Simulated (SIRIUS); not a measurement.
# W in SIRIUS: convergence with lmax of the augmentation

Input of the first run (lmax of the augmentation 4); the others differ in this setting and in those tied to it:

sirius.json

```json
{
  "control": {
    "processing_unit": "cpu",
    "std_evp_solver_name": "lapack",
    "gen_evp_solver_name": "lapack",
    "verbosity": 2,
    "print_forces": true,
    "ortho_rf": true,
    "use_second_variation": true,
    "rmt_max": 3.0,
    "num_bands_to_print": 22,
    "save_wf": true
  },
  "parameters": {
    "electronic_structure_method": "full_potential_lapwlo",
    "xc_functionals": ["XC_GGA_X_PBE", "XC_GGA_C_PBE"],
    "core_relativity": "dirac",
    "valence_relativity": "iora",
    "num_fv_states": 22,
    "smearing": "fermi_dirac",
    "smearing_width": 0.0018374661,
    "pw_cutoff": 20,
    "gk_cutoff": 3.47,
    "lmax_apw": 4,
    "lmax_rho": 8,
    "lmax_pot": 8,
    "num_mag_dims": 0,
    "auto_rmt": 0,
    "ngridk": [11, 11, 11],
    "shiftk": [0, 0, 0],
    "num_dft_iter": 80,
    "energy_tol": 1e-07,
    "density_tol": 1e-05,
    "use_symmetry": true
  },
  "settings": {"tol_ne": 1e-10},
  "iterative_solver": {"type": "exact"},
  "mixer": {"type": "anderson", "beta": 0.5, "max_history": 8},
  "unit_cell": {
    "lattice_vectors": [[0.0, 3.836144033, 3.836144033], [3.836144033, 0.0, 3.836144033], [3.836144033, 3.836144033, 0.0]],
    "atom_types": ["W"],
    "atom_files": {"W": "W.json"},
    "atoms": {"W": [[0.0, 0.0, 0.0]]}
  }
}
```

File W.json:

```json
{
  "name": "tungsten",
  "symbol": "W",
  "number": 74,
  "mass": 183.84,
  "rmin": 1e-06,
  "rmt": 2.65,
  "nrmt": 800,
  "rinf": 14.93,
  "core": "1s2s2p3s3p3d4s4p4d",
  "valence": [
    {"basis": [{"enu": 0.23, "dme": 0, "n": 0, "auto": 0}, {"enu": 0.23, "dme": 1, "n": 0, "auto": 0}]},
    {"l": 0, "n": 1, "basis": [{"enu": 0.33, "dme": 0, "n": 0, "auto": 0}]},
    {"l": 1, "n": 2, "basis": [{"enu": 0.33, "dme": 0, "n": 0, "auto": 0}]},
    {"l": 2, "n": 3, "basis": [{"enu": 0.33, "dme": 0, "n": 0, "auto": 0}]},
    {"l": 3, "n": 4, "basis": [{"enu": 0.33, "dme": 0, "n": 0, "auto": 0}]},
    {"l": 4, "n": 5, "basis": [{"enu": 0.33, "dme": 0, "n": 0, "auto": 0}]}
  ],
  "lo": [
    {"l": 0, "basis": [{"enu": 0.33, "dme": 0, "n": 0, "auto": 0}, {"enu": 0.33, "dme": 1, "n": 0, "auto": 0}]},
    {
      "l": 0,
      "basis": [{"enu": -2.3975, "dme": 0, "n": 5, "auto": 1}, {"enu": -2.3975, "dme": 1, "n": 5, "auto": 1}]
    },
    {
      "l": 0,
      "basis": [{"enu": -2.3975, "dme": 1, "n": 5, "auto": 1}, {"enu": 0.33, "dme": 0, "n": 0, "auto": 0}]
    },
    {"l": 0, "basis": [{"enu": 0.33, "dme": 0, "n": 0, "auto": 0}, {"enu": 2.6084, "dme": 0, "n": 0, "auto": 0}]},
    {"l": 1, "basis": [{"enu": 0.33, "dme": 0, "n": 0, "auto": 0}, {"enu": 0.33, "dme": 1, "n": 0, "auto": 0}]},
    {
      "l": 1,
      "basis": [{"enu": -1.0874, "dme": 0, "n": 5, "auto": 1}, {"enu": -1.0874, "dme": 1, "n": 5, "auto": 1}]
    },
    {
      "l": 1,
      "basis": [{"enu": -1.0874, "dme": 1, "n": 5, "auto": 1}, {"enu": 0.33, "dme": 0, "n": 0, "auto": 0}]
    },
    {"l": 1, "basis": [{"enu": 0.33, "dme": 0, "n": 0, "auto": 0}, {"enu": 2.9501, "dme": 0, "n": 0, "auto": 0}]},
    {"l": 2, "basis": [{"enu": 0.33, "dme": 0, "n": 0, "auto": 0}, {"enu": 0.33, "dme": 1, "n": 0, "auto": 0}]},
    {"l": 2, "basis": [{"enu": 0.33, "dme": 1, "n": 0, "auto": 0}, {"enu": 0.33, "dme": 2, "n": 0, "auto": 0}]},
    {"l": 2, "basis": [{"enu": 0.33, "dme": 0, "n": 0, "auto": 0}, {"enu": 2.5514, "dme": 0, "n": 0, "auto": 0}]},
    {"l": 3, "basis": [{"enu": 0.33, "dme": 0, "n": 0, "auto": 0}, {"enu": 0.33, "dme": 1, "n": 0, "auto": 0}]},
    {
      "l": 3,
      "basis": [{"enu": -0.7362, "dme": 0, "n": 4, "auto": 1}, {"enu": -0.7362, "dme": 1, "n": 4, "auto": 1}]
    },
    {
      "l": 3,
      "basis": [{"enu": -0.7362, "dme": 1, "n": 4, "auto": 1}, {"enu": 0.33, "dme": 0, "n": 0, "auto": 0}]
    },
    {"l": 3, "basis": [{"enu": 0.33, "dme": 0, "n": 0, "auto": 0}, {"enu": 3.6337, "dme": 0, "n": 0, "auto": 0}]},
    {"l": 4, "basis": [{"enu": 0.33, "dme": 0, "n": 0, "auto": 0}, {"enu": 0.33, "dme": 1, "n": 0, "auto": 0}]},
    {"l": 4, "basis": [{"enu": 0.33, "dme": 0, "n": 0, "auto": 0}, {"enu": 3.0641, "dme": 0, "n": 0, "auto": 0}]}
  ],
  "free_atom": [... radial grid and density of the free atom, the start of the SCF ...]
}
```

The input sirius_start.json:

```json
{
  "control": {
    "processing_unit": "cpu",
    "std_evp_solver_name": "lapack",
    "gen_evp_solver_name": "lapack",
    "verbosity": 1,
    "print_forces": false,
    "ortho_rf": true,
    "use_second_variation": true,
    "rmt_max": 3.0,
    "num_bands_to_print": 22,
    "save_wf": false
  },
  "parameters": {
    "electronic_structure_method": "full_potential_lapwlo",
    "xc_functionals": ["XC_LDA_X", "XC_LDA_C_PW"],
    "core_relativity": "dirac",
    "valence_relativity": "iora",
    "num_fv_states": 22,
    "smearing": "fermi_dirac",
    "smearing_width": 0.0055123983,
    "pw_cutoff": 20,
    "gk_cutoff": 2.78,
    "lmax_apw": 4,
    "lmax_rho": 8,
    "lmax_pot": 8,
    "num_mag_dims": 0,
    "auto_rmt": 0,
    "ngridk": [4, 4, 4],
    "shiftk": [0, 0, 0],
    "num_dft_iter": 30,
    "energy_tol": 0.01,
    "density_tol": 0.05,
    "use_symmetry": true
  },
  "settings": {"tol_ne": 1e-10},
  "iterative_solver": {"type": "exact"},
  "mixer": {"type": "anderson", "beta": 0.5, "max_history": 8},
  "unit_cell": {
    "lattice_vectors": [[0.0, 3.836144033, 3.836144033], [3.836144033, 0.0, 3.836144033], [3.836144033, 3.836144033, 0.0]],
    "atom_types": ["W"],
    "atom_files": {"W": "W.json"},
    "atoms": {"W": [[0.0, 0.0, 0.0]]}
  }
}
```

Potentials or basis: all-electron FP-LAPW, apw+lo standard.

Launch:

```console
$ OMP_NUM_THREADS=1 sirius.scf --input=sirius_start.json --output=start.json
$ OMP_NUM_THREADS=1 sirius.scf --input=sirius.json --output=output.json --task=1
```

This isn't the form of W at room conditions, which is bcc.

Hardware: 1 thread of Intel(R) Xeon(R) 6975P-C (Granite Rapids), on a shared host.

Task: The values tried are 4, 5, 6, 8, 10, 12, 14, loosest first. From which on does the energy stay within 1 meV/atom of the tightest run that finished?

Result: From 12 on.

| lmax of the augmentation | energy less the tightest run, at zero smearing (meV/atom) | SCF cycles | CPU time (s) | peak memory (GiB) |
| --- | --- | --- | --- | --- |
| 4 | -869.07 | 7 | 29 | 0.23 |
| 5 | -290.71 | 7 | 25 | 0.24 |
| 6 | -99.48 | 7 | 28 | 0.25 |
| 8 | -13.52 | 7 | 28 | 0.28 |
| 10 | -1.30 | 7 | 31 | 0.32 |
| 12 | -0.04 | 7 | 31 | 0.37 |
| 14 | 0.00 | 7 | 38 | 0.43 |

The tightest run that finished is the yardstick and may itself not be fully converged.

Spin-orbit coupling is left out, which matters for the levels of W.
